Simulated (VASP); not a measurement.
Wanted: the native input for a VASP 6.6.1 run.

- Task: single point
- Functional: BLYP
- Potentials or basis: VASP PAW PBE potentials, release 64 (Zn)
- Cutoff: 520 eV
- k mesh: 22 × 22 × 22
- Occupations: fermi-dirac, width 0.1 eV
- Spin: no spin polarisation
- Dipole correction: no
- Further INCAR settings: ALGO = Normal; EDIFF = 1e-06; NBANDS = 12

The structure of Zn lies in POSCAR:

```
Zn
1.0
    0.0000000000      2.0312724690      2.0312724690
    2.0312724690      0.0000000000      2.0312724690
    2.0312724690      2.0312724690      0.0000000000
Zn
1
Direct
    0.0000000000      0.0000000000      0.0000000000
```

This isn't the form of Zn at room conditions, which is hcp.

One way to write it, as run:

INCAR

```
PREC     = Accurate       # precision mode
ENCUT    = 520            # plane-wave cutoff, eV
EDIFF    = 1E-6           # SCF threshold, eV
ISMEAR   = -1             # smearing method
SIGMA    = 0.1            # smearing width, eV
LREAL    = F              # projectors in reciprocal space
LASPH    = T              # aspherical terms in the spheres
NELM     = 100            # most SCF steps
ALGO     = Normal         # electronic algorithm
ISIF     = 2              # what is computed and relaxed
LWAVE    = F              # write WAVECAR
LCHARG   = F              # write CHGCAR
GGA      = B5             # functional
ALDAX    = 1.0          
AGGAX    = 1.0          
AGGAC    = 1.0          
ALDAC    = 0.0          
NBANDS   = 12             # bands
```

KPOINTS

```
Automatic mesh
0
Gamma
  22 22 22
```

Potentials or basis: VASP PAW PBE potentials, release 64 (Zn).

Command:

```sh
$ cat potpaw_PBE.64/Zn/POTCAR > POTCAR
$ mpirun -np 1 vasp_std > vasp.out
```

It gave:

The pressure is 0.3 GPa and the band gap on the k mesh is none (metal or under the smearing width).

Caveat: the PAW data sets were made with another functional, which shifts forces and pressure a little.

Run time: 39 s on 1 thread of Intel(R) Xeon(R) Platinum 8375C CPU @ 2.90GHz (Ice Lake) (shared host), peak memory 0.18 GiB.
